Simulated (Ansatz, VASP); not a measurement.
## One calculation of V, two programs

```
V
1.0
     0.00000    2.09165    2.09283
     1.47935    0.00000    2.09283
     1.47935    2.09165    0.00000
V
1
Direct
  0.00000 0.00000 0.00000
```

Alike in both runs: functional PBEsol; k mesh 26 × 26 × 26; occupations gaussian, width 0.1 eV; no spin polarisation.

Ansatz relaxed the structure, and its values are those at the end. VASP's run is a single point on that final structure, the one shown.

|  | VASP | Ansatz |
| --- | --- | --- |
| version | VASP 6.6.1 | Ansatz 0.2.0 |
| potentials or method | VASP PAW PBE potentials, release 64 (V_sv) | scalar-relativistic, plane waves, PAW |
| plane-wave cutoff (eV) | 520 | 420 |
| valence electrons in the cell | 13 | 13 |

|  | VASP | Ansatz | Ansatz less VASP |
| --- | --- | --- | --- |
| gap on the k mesh at the Fermi level (eV) | none | none | - |
| pressure (GPa) | 0.2 | 0.0 | -0.19 |

A gap of «none» marks a metal or a gap that the smearing closes. With one functional, cell and mesh, what is left measures potentials, basis and numerics.

Caveats: the PAW data sets were made with another functional, which shifts forces and pressure a little (VASP).
